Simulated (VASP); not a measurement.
# In (I4/mmm) in VASP: settings compared, part 2 of 2

VASP 6.6.1. Earlier steps stand in the parts before.

**3. Single point, PBEsol**

Contents of INCAR:

```
SYSTEM = In
PREC = Accurate
ENCUT = 520
EDIFF = 1E-6
ISMEAR = 0
SIGMA = 0.1
LREAL = .FALSE.
LASPH = .TRUE.
NELM = 100
ALGO = Normal
ISIF = 2
LWAVE = .FALSE.
LCHARG = .FALSE.
GGA = PS
NBANDS = 12
```

Contents of KPOINTS:

```
regular mesh
0
G
  26 26 26
  0 0 0
```

Contents of POSCAR:

```
In
1.0
   -1.6567500000      1.6567500000      2.3325100000
    1.6567500000     -1.6567500000      2.3325100000
    1.6567500000      1.6567500000     -2.3325100000
In
1
Direct
    0.0000000000      0.0000000000      1.0000000000
```

Potentials or basis: VASP PAW PBE potentials, release 64 (In_d).

The run is started by

```
cat potpaw_PBE.64/In_d/POTCAR > POTCAR
mpirun -np 1 vasp_std > vasp.out
```

OUTCAR:

```text
SYSTEM = In
   PREC = Accurate
   ENCUT = 520
   EDIFF = 1E-6
   ISMEAR = 0
   LREAL = .FALSE.
   LASPH = .TRUE.
   NELM = 100
   ISIF = 2
   GGA = PS

 ion  position               nearest neighbor table
   1  0.000  0.000  0.000-

  LATTYP: Found a body centered tetragonal cell.
 ALAT       =     3.3135000000
 C/A-ratio  =     1.4078829033

  Lattice vectors:

 A1 = (  -1.6567500000,   1.6567500000,   2.3325100000)
 A2 = (   1.6567500000,  -1.6567500000,   2.3325100000)
 A3 = (   1.6567500000,   1.6567500000,  -2.3325100000)

Analysis of symmetry for initial positions (statically):
=====================================================================
 Subroutine PRICEL returns:
 Original cell was already a primitive cell.

 Routine SETGRP: Setting up the symmetry group for a
 body centered tetragonal supercell.

 Subroutine GETGRP returns: Found 16 space group operations
 (whereof 16 operations were pure point group operations)
 out of a pool of 16 trial point group operations.

The static configuration has the point symmetry D_4h.

Analysis of symmetry for dynamics (positions and initial velocities):
[... 172 lines left out ...]
      5      -6.7778      2.00000
      6      -2.1140      2.00000
      7      18.3346      0.00000
      8      18.3465      0.00000
      9      18.3465      0.00000
     10      19.1706      0.00000
     11      21.7682      0.00000
     12      21.7734      0.00000
[... 331 lines left out ...]
 k-point    24 :       0.3846    0.0385    0.0000
  band No.  band energies     occupation
      1      -7.0285      2.00000
      2      -6.9486      2.00000
      3      -6.9410      2.00000
      4      -6.6535      2.00000
      5      -6.6373      2.00000
      6       1.5310      2.00000
      7       6.3497      2.00000
      8      15.6486      0.00000
      9      16.5062      0.00000
     10      18.4823      0.00000
     11      20.4721      0.00000
     12      20.7430      0.00000

 [... further k-points ...]

------------------------ aborting loop because EDIFF is reached ----------------------------------------

  FORCE on cell =-STRESS in cart. coord.  units (eV):
  Direction    XX          YY          ZZ          XY          YZ          ZX
  --------------------------------------------------------------------------------------
  -------------------------------------------------------------------------------------
  Total       -0.0161824     -0.0161824      0.0001361      0.0000000      0.0000000      0.0000000
  in kB       -1.0124091     -1.0124091      0.0085150      0.0000000      0.0000000      0.0000000
  external PRESSURE =      -0.6721011 kB  Pullay stress =       0.0000000 kB

 VOLUME and BASIS-vectors are now :
 -----------------------------------------------------------------------------
  energy-cutoff  :      520.00
  volume of cell :       25.61
      direct lattice vectors                 reciprocal lattice vectors
    -1.656750000  1.656750000  2.332510000     0.000000000  0.301795684  0.214361353
     1.656750000 -1.656750000  2.332510000     0.301795684  0.000000000  0.214361353
     1.656750000  1.656750000 -2.332510000     0.301795684  0.301795684  0.000000000

 POSITION                                       TOTAL-FORCE (eV/Angst)
 -----------------------------------------------------------------------------------
      0.00000      0.00000      0.00000        -0.000000     -0.000000     -0.000000
 -----------------------------------------------------------------------------------
    total drift:                                0.000000     -0.000000     -0.000000

  FREE ENERGIE OF THE ION-ELECTRON SYSTEM (eV)
  ---------------------------------------------------
  free  energy   TOTEN  =        -2.9856706552 eV

  energy  without entropy=       -2.9838844484  energy(sigma->0) =       -2.98477755
```

OSZICAR:

```text
N       E                     dE             d eps       ncg     rms          rms(c)
DAV:   1     0.780077425947E+02    0.78008E+02   -0.62521E+03 32436   0.138E+03
DAV:   2     0.717679164371E+00   -0.77290E+02   -0.75201E+02 33572   0.291E+02
DAV:   3    -0.294407671953E+01   -0.36618E+01   -0.36506E+01 37928   0.641E+01
DAV:   4    -0.302654297456E+01   -0.82466E-01   -0.82440E-01 40508   0.951E+00
DAV:   5    -0.303022945642E+01   -0.36865E-02   -0.36864E-02 44240   0.178E+00    0.238E+00
DAV:   6    -0.299326057963E+01    0.36969E-01   -0.59454E-02 40876   0.507E+00    0.113E+00
DAV:   7    -0.298632806792E+01    0.69325E-02   -0.15598E-02 42788   0.239E+00    0.290E-01
DAV:   8    -0.298566784872E+01    0.66022E-03   -0.88714E-04 42480   0.509E-01    0.255E-02
DAV:   9    -0.298566998313E+01   -0.21344E-05   -0.10133E-05 46552   0.409E-02    0.156E-02
DAV:  10    -0.298567065522E+01   -0.67209E-06   -0.69235E-07 24116   0.114E-02
   1 F= -.29856707E+01 E0= -.29847776E+01  d E =-.178621E-02
```

stdout:

```text
POSCAR found type information on POSCAR In
 POSCAR found :  1 types and       1 ions
 scaLAPACK will be used
 -----------------------------------------------------------------------------
|                                                                             |
|                                                                             |
|     You enforced a specific xc type in the INCAR file but a different       |
|     I HOPE YOU KNOW WHAT YOU ARE DOING!                                     |
|                                                                             |
 -----------------------------------------------------------------------------

 LDA part: xc-table for (Slater+PW92), standard interpolation
 POSCAR, INCAR and KPOINTS ok, starting setup
 FFT: planning ... GRIDC
 FFT: planning ... GRID_SOFT
 FFT: planning ... GRID
 WAVECAR not read
 entering main loop
```

It took 3.6 min on 1 thread of Intel Xeon Platinum 8488C (Sapphire Rapids), shared host; peak memory 0.48 GiB.

What came out:

```yaml
Free_energy: -2.9857 eV
Pressure: -0.1 GPa
Band_gap_on_the_k_mesh: none (metal or under the smearing width)
```

Levels at points of the mesh, in eV from the Fermi level:
```csv
k point,band 4,band 5,band 6,band 7,band 8,band 9
"(0.00, 0.00, 0.00)",-14.40,-14.39,-9.73,10.72,10.73,10.73
"(0.50, 0.00, 0.00)",-14.23,-14.23,-4.36,-3.51,8.49,8.57
"(0.50, 0.50, 0.00)",-14.19,-14.18,-2.33,-2.11,4.06,4.08
"(0.50, 0.50, 0.50)",-14.19,-14.19,-2.28,-2.03,4.01,4.01
```

Caveat: the PAW data sets were made with another functional, which shifts forces and pressure a little.

**4. Single point, PBEsol**

Changes to INCAR since step 3:

```diff
@@ -5,3 +5,3 @@
 ISMEAR = 0
-SIGMA = 0.1
+SIGMA = 0.5
 LREAL = .FALSE.
```

Contents of KPOINTS:

```
regular mesh
0
G
  18 18 18
  0 0 0
```

POSCAR is that of step 3.

The run is started by

```
cat potpaw_PBE.64/In_d/POTCAR > POTCAR
mpirun -np 1 vasp_std > vasp.out
```

Run time: 83 s. Hardware: 1 thread of Intel Xeon Platinum 8488C (Sapphire Rapids), shared host; peak memory 0.26 GiB.

Results (log left out):

* Free energy: -3.0121 eV
* Pressure: 0.0 GPa
* Band gap on the k mesh: none (metal or under the smearing width)

Levels at points of the mesh, in eV from the Fermi level:
```csv
k point,band 4,band 5,band 6,band 7,band 8,band 9
"(0.00, 0.00, 0.00)",-14.39,-14.38,-9.72,10.73,10.74,10.74
"(0.50, 0.00, 0.00)",-14.22,-14.22,-4.35,-3.49,8.50,8.58
"(0.50, 0.50, 0.00)",-14.18,-14.17,-2.32,-2.10,4.07,4.09
"(0.50, 0.50, 0.50)",-14.18,-14.18,-2.27,-2.02,4.02,4.02
```

Caveat: the PAW data sets were made with another functional, which shifts forces and pressure a little.

**5. Single point, PBEsol**

Changes to INCAR since step 4:

```diff
@@ -2,6 +2,6 @@
 PREC = Accurate
-ENCUT = 520
+ENCUT = 900
 EDIFF = 1E-6
 ISMEAR = 0
-SIGMA = 0.5
+SIGMA = 0.1
 LREAL = .FALSE.
```

KPOINTS is that of step 4.

POSCAR is that of step 4.

The run is started by

```
cat potpaw_PBE.64/In_d/POTCAR > POTCAR
mpirun -np 1 vasp_std > vasp.out
```

Run time: 1.9 min. Hardware: 1 thread of Intel Xeon Platinum 8488C (Sapphire Rapids), shared host; peak memory 0.43 GiB.

The run converged. Its results:

| Quantity | Value |
| --- | --- |
| Free energy | -2.9866 eV |
| Pressure | 0.0 GPa |
| Band gap on the k mesh | none (metal or under the smearing width) |

Levels at points of the mesh, in eV from the Fermi level:
```csv
k point,band 4,band 5,band 6,band 7,band 8,band 9
"(0.00, 0.00, 0.00)",-14.39,-14.38,-9.72,10.73,10.74,10.74
"(0.50, 0.00, 0.00)",-14.22,-14.22,-4.35,-3.49,8.50,8.58
"(0.50, 0.50, 0.00)",-14.18,-14.17,-2.32,-2.10,4.07,4.09
"(0.50, 0.50, 0.50)",-14.18,-14.18,-2.27,-2.02,4.02,4.02
```

Caveat: the PAW data sets were made with another functional, which shifts forces and pressure a little.

**6. Single point, r2SCAN**

Changes to INCAR since step 5:

```diff
@@ -2,3 +2,3 @@
 PREC = Accurate
-ENCUT = 900
+ENCUT = 520
 EDIFF = 1E-6
@@ -13,3 +13,4 @@
 LCHARG = .FALSE.
-GGA = PS
+METAGGA = R2SCAN
+LMIXTAU = .TRUE.
 NBANDS = 12
```

KPOINTS is that of step 5.

POSCAR is that of step 5.

Potentials or basis: VASP PAW PBE potentials, release 64 (In_d).

The run is started by

```
cat potpaw_PBE.64/In_d/POTCAR > POTCAR
mpirun -np 1 vasp_std > vasp.out
```

OUTCAR:

```text
SYSTEM = In
   PREC = Accurate
   ENCUT = 520
   EDIFF = 1E-6
   ISMEAR = 0
   LREAL = .FALSE.
   LASPH = .TRUE.
   NELM = 100
   ISIF = 2
   METAGGA = R2SCAN

 ion  position               nearest neighbor table
   1  0.000  0.000  0.000-

  LATTYP: Found a body centered tetragonal cell.
 ALAT       =     3.3135000000
 C/A-ratio  =     1.4078829033

  Lattice vectors:

 A1 = (  -1.6567500000,   1.6567500000,   2.3325100000)
 A2 = (   1.6567500000,  -1.6567500000,   2.3325100000)
 A3 = (   1.6567500000,   1.6567500000,  -2.3325100000)

Analysis of symmetry for initial positions (statically):
=====================================================================
 Subroutine PRICEL returns:
 Original cell was already a primitive cell.

 Routine SETGRP: Setting up the symmetry group for a
 body centered tetragonal supercell.

 Subroutine GETGRP returns: Found 16 space group operations
 (whereof 16 operations were pure point group operations)
 out of a pool of 16 trial point group operations.

The static configuration has the point symmetry D_4h.

Analysis of symmetry for dynamics (positions and initial velocities):
=====================================================================
 Subroutine PRICEL returns:
 Original cell was already a primitive cell.

 Routine SETGRP: Setting up the symmetry group for a
 body centered tetragonal supercell.

 Subroutine GETGRP returns: Found 16 space group operations
 (whereof 16 operations were pure point group operations)
 out of a pool of 16 trial point group operations.

The dynamic configuration has the point symmetry D_4h.

 Subroutine INISYM returns: Found 16 space group operations
 (whereof 16 operations are pure point group operations),
 and found     1 'primitive' translations

----------------------------------------------------------------------------------------

                                     Primitive cell

[... 115 lines left out ...]
   AEXX    =    0.0000 exact exchange contribution
   IVDW    =     0    specifies the selected vdW correction
   LEPSILON=     F    determine dielectric tensor
   LRPA    =     F    only Hartree local field effects (RPA)
 non-spin polarized calculation
 Gauss-broadening in eV      SIGMA  =   0.10
  energy-cutoff  :      520.00
  volume of cell :       25.61
 maximum number of plane-waves:       702
 NGX is ok and might be reduce to    28
   NGX = 13   NGY = 13   NGZ = 13

 number of electron      13.0000002 magnetization

 Free energy of the ion-electron system (eV)
  ---------------------------------------------------
  ext. energy  EPLUGINS =         0.00000000
  ---------------------------------------------------
  free energy    TOTEN  =       -22.57147770 eV

  energy without entropy =      -22.56929957  energy(sigma->0) =      -22.57038864

 E-fermi :   7.7835     XC(G=0): -11.1928

 val. band max:        7.7829755929   @ k =   0.4444   0.2222   0.1111
 cond. band min:       7.7848797176   @ k =   0.3889   0.2222   0.1667
 fundamental gap:      0.0019041247
 Fermi energy:         7.7835465111

 k-point     1 :       0.0000    0.0000    0.0000
  band No.  band energies     occupation
      1      -7.5208      2.00000
      2      -7.5208      2.00000
      3      -7.5144      2.00000
      4      -7.3315      2.00000
      5      -7.3240      2.00000
      6      -2.4617      2.00000
      7      19.1355      0.00000
      8      19.1512      0.00000
      9      19.1512      0.00000
     10      19.8990      0.00000
     11      22.4961      0.00000
     12      22.5015      0.00000
[... 331 lines left out ...]
 k-point    24 :      -0.2222    0.0556    0.0000
  band No.  band energies     occupation
      1      -7.5465      2.00000
      2      -7.4689      2.00000
      3      -7.4591      2.00000
      4      -7.3377      2.00000
      5      -7.2875      2.00000
      6      -1.4111      2.00000
      7      12.7986      0.00000
      8      17.0002      0.00000
      9      18.0077      0.00000
     10      20.0582      0.00000
     11      21.8724      0.00000
     12      23.6007      0.00000

 [... further k-points ...]

------------------------ aborting loop because EDIFF is reached ----------------------------------------

  FORCE on cell =-STRESS in cart. coord.  units (eV):
  Direction    XX          YY          ZZ          XY          YZ          ZX
  --------------------------------------------------------------------------------------
  -------------------------------------------------------------------------------------
  Total        0.1909120      0.1909120      0.1931745      0.0000000     -0.0000000      0.0000000
  in kB       11.9439040     11.9439040     12.0854499      0.0000000     -0.0000000      0.0000000
  external PRESSURE =      11.9910860 kB  Pullay stress =       0.0000000 kB

 VOLUME and BASIS-vectors are now :
 -----------------------------------------------------------------------------
  energy-cutoff  :      520.00
  volume of cell :       25.61
      direct lattice vectors                 reciprocal lattice vectors
    -1.656750000  1.656750000  2.332510000     0.000000000  0.301795684  0.214361353
     1.656750000 -1.656750000  2.332510000     0.301795684  0.000000000  0.214361353
     1.656750000  1.656750000 -2.332510000     0.301795684  0.301795684  0.000000000

 POSITION                                       TOTAL-FORCE (eV/Angst)
 -----------------------------------------------------------------------------------
      0.00000      0.00000      0.00000         0.000000     -0.000000     -0.000000
 -----------------------------------------------------------------------------------
    total drift:                               -0.000000     -0.000000     -0.000000

  FREE ENERGIE OF THE ION-ELECTRON SYSTEM (eV)
  ---------------------------------------------------
  free  energy   TOTEN  =       -22.5714776995 eV

  energy  without entropy=      -22.5692995742  energy(sigma->0) =      -22.57038864
```

OSZICAR:

```text
N       E                     dE             d eps       ncg     rms          rms(c)
DAV:   1     0.587799879484E+02    0.58780E+02   -0.63968E+03 11676   0.142E+03
DAV:   2    -0.210260791850E+02   -0.79806E+02   -0.77838E+02 12120   0.300E+02
DAV:   3    -0.249640900373E+02   -0.39380E+01   -0.39261E+01 13788   0.673E+01
DAV:   4    -0.250586436206E+02   -0.94554E-01   -0.94516E-01 15228   0.102E+01
DAV:   5    -0.250627167847E+02   -0.40732E-02   -0.40730E-02 16192   0.182E+00    0.377E+00
DAV:   6    -0.224227942840E+02    0.26399E+01   -0.13799E+00 13872   0.267E+01    0.147E+00
DAV:   7    -0.225486999724E+02   -0.12591E+00   -0.14904E-01 11592   0.764E+00    0.126E+00
DAV:   8    -0.225316102916E+02    0.17090E-01   -0.92537E-02 11704   0.277E+00    0.257E-01
DAV:   9    -0.225679043258E+02   -0.36294E-01   -0.22571E-02 12068   0.141E+00    0.209E-01
DAV:  10    -0.225643752210E+02    0.35291E-02   -0.12586E-03 13964   0.451E-01    0.183E-01
DAV:  11    -0.225664854929E+02   -0.21103E-02   -0.20675E-03 14624   0.843E-01    0.283E-01
DAV:  12    -0.225711624914E+02   -0.46770E-02   -0.41309E-03 11804   0.824E-01    0.257E-02
DAV:  13    -0.225714537113E+02   -0.29122E-03   -0.20627E-04 14064   0.138E-01    0.207E-02
DAV:  14    -0.225714574757E+02   -0.37644E-05   -0.80689E-06 13544   0.185E-02    0.194E-02
DAV:  15    -0.225714635324E+02   -0.60567E-05   -0.11374E-06 13204   0.109E-02    0.180E-02
DAV:  16    -0.225714799270E+02   -0.16395E-04   -0.40900E-05 11940   0.115E-01    0.163E-02
DAV:  17    -0.225714777841E+02    0.21429E-05   -0.19450E-06 13024   0.145E-02    0.214E-02
DAV:  18    -0.225714776995E+02    0.84589E-07   -0.55067E-08  6768   0.208E-03
   1 F= -.22571478E+02 E0= -.22570389E+02  d E =-.217813E-02
```

Run time: 9.4 min. Hardware: 1 thread of Intel Xeon Platinum 8488C (Sapphire Rapids), shared host; peak memory 0.27 GiB.

Results:

```
Free energy            : -22.5715 eV
Pressure               : 1.2 GPa
Band gap on the k mesh : none (metal or under the smearing width)
```

Caveat: the PAW data sets were made with another functional, which shifts forces and pressure a little.

**7. Summary**

```csv
level,k mesh,cutoff (eV),smearing,gap on the mesh (eV),pressure (GPa)
PBEsol,18 × 18 × 18,700,gaussian 0.1 eV,none,0.0
PBEsol,26 × 26 × 26,520,gaussian 0.1 eV,none,-0.1
PBEsol,18 × 18 × 18,520,gaussian 0.5 eV,none,0.0
PBEsol,18 × 18 × 18,900,gaussian 0.1 eV,none,0.0
r2SCAN,18 × 18 × 18,520,gaussian 0.1 eV,none,1.2
```

Alike in all rows: task single point; potentials or basis VASP PAW PBE potentials, release 64 (In_d); no spin polarisation; cell as given.

Every run on the cell as given and a fine mesh finds a metal. The pressure there spans -0.1 GPa (PBEsol) to 1.2 GPa (r2SCAN); a positive pressure means that this level wants a larger cell, a negative one a smaller.

Caveats: the PAW data sets were made with another functional, which shifts forces and pressure a little.

Absolute energies hang on the potentials; compare differences alone.
